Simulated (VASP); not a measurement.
Here is a VASP 6.6.1 calculation.

The input INCAR:

```
ALGO = Normal
EDIFF = 1E-6
EDIFFG = -0.005
ENCUT = 600
GGA = PE
IBRION = 2
ISIF = 3
ISMEAR = -1
LASPH = T
LCHARG = F
LREAL = F
LWAVE = F
NELM = 100
NSW = 80
PREC = Accurate
SIGMA = 0.02
```

KPOINTS

```
k-points
0
Gamma
  8 8 8
```

POSCAR

```
MgSe
1.0
    0.0000000000      2.7255000000      2.7255000000
    2.7255000000      0.0000000000      2.7255000000
    2.7255000000      2.7255000000      0.0000000000
Mg Se
1 1
Direct
    0.0000000000      0.0000000000      0.0000000000
    0.5000000000      0.5000000000      0.5000000000
```

Potentials or basis: VASP PAW PBE potentials, release 64 (Mg, Se).

Launch:

```console
$ cat potpaw_PBE.64/Mg/POTCAR potpaw_PBE.64/Se/POTCAR > POTCAR
$ mpirun -np 1 vasp_std > vasp.out
```

**Question.** Predict the relaxed cell.

**Answer.** a = 3.892 Å, b = 3.892 Å, c = 3.892 Å, α = 60.00°, β = 60.00°, γ = 60.00°.

**Question.** Estimate the relaxed volume.

**Answer.** 20.84 Å³/atom.

Final structure:
```
Mg Se
1.0
     0.00000    2.75208    2.75208
     2.75208    0.00000    2.75208
     2.75208    2.75208    0.00000
Mg Se
1 1
Direct
  0.00000 0.00000 0.00000
  0.50000 0.50000 0.50000
```

PBE usually gives volumes a little too large and moduli too small. Zero-point motion and thermal expansion aren't in these numbers.
